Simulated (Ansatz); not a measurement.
Stiffness of cubic MgS

The cell as given, ahead of any relaxation:

```cif
data_structure
_symmetry_space_group_name_H-M 'Fm-3m'
_symmetry_Int_Tables_number 225
_cell_length_a 5.2033
_cell_length_b 5.2033
_cell_length_c 5.2033
_cell_angle_alpha 90.000
_cell_angle_beta 90.000
_cell_angle_gamma 90.000
_cell_volume 140.88
loop_
_atom_site_label
_atom_site_type_symbol
_atom_site_symmetry_multiplicity
_atom_site_Wyckoff_symbol
_atom_site_fract_x
_atom_site_fract_y
_atom_site_fract_z
_atom_site_occupancy
S1 S 4 b 0.50000 0.00000 0.00000 1
Mg1 Mg 4 a 0.00000 0.00000 0.00000 1
```

Constants in GPa on the cubic axes, for the cell as given (17.61 Å³ an atom), where symmetry holds the atoms; no spin polarisation, no spin-orbit coupling. Meshes are those of the run's cell of 2 atoms. Occupations: fermi-dirac 0.05 eV (run 1). Space group Fm-3m.

| run | level | program and potentials | k mesh | cell | C11 | C12 | C44 |
| --- | --- | --- | --- | --- | --- | --- | --- |
| 1 | PBEsol | Ansatz, all-electron LAPW, scalar-relativistic | 7 × 7 × 7 | as given, -0.95 GPa | 143.9 | 39.5 | 53.6 |

Q: Work out the bulk, shear and Young's moduli of a random polycrystal, Poisson's ratio and the anisotropy, and test the cell's stability.

A: From the values as printed: B = (C11 + 2 C12)/3 = 74.3 GPa. Voigt: G_V = (C11 - C12 + 3 C44)/5 = 53.0; Reuss: G_R = 5 C44 (C11 - C12)/[4 C44 + 3 (C11 - C12)] = 53.0; Hill's mean, from the unrounded bounds, G = 53.0 GPa. Young's modulus E = 9BG/(3B + G) = 128.5 GPa, Poisson's ratio ν = (3B - 2G)/[2(3B + G)] = 0.212. Zener's ratio 2 C44/(C11 - C12) = 1.03, so the crystal is nearly isotropic. C11 > |C12|, C11 + 2 C12 > 0 and C44 > 0 hold, so the cell is stable against small uniform strains, which says nothing of soft phonons. Under pressure the constants are those of stress over strain at that pressure. An equation of state at this level (Ansatz, all-electron LAPW, scalar-relativistic; mesh 9 × 9 × 9) gives B0 = 78.1 GPa at its minimum of 17.39 Å³ an atom, against 17.61 here.

MgS resists stretching along the cube axes far more than it resists shear, as expected for rocksalt, where C11 directly loads the short-range repulsion between neighbouring Mg and S. C12 (39.5 GPa) lies well below C44 (53.6 GPa), a gap too large for the small residual tension to explain. Central pair forces alone therefore don't describe the crystal. The likely cause is the soft, compressible sulfide ion, whose charge cloud can contract or swell with its surroundings, which lowers C11 and C12 but leaves C44 largely untouched.

The Zener ratio of 1.03 reflects a near balance between two independent shear stiffnesses, not a requirement of cubic symmetry, so it needn't persist under compression. The bulk modulus of 74.3 GPa, against 78.1 GPa at the equation-of-state minimum, fits the usual anharmonic softening of a slightly expanded lattice, and the two values are consistent. Near-isotropic elasticity doesn't imply isotropic fracture or plasticity, which depend on surface energies and on slip between charged ions.
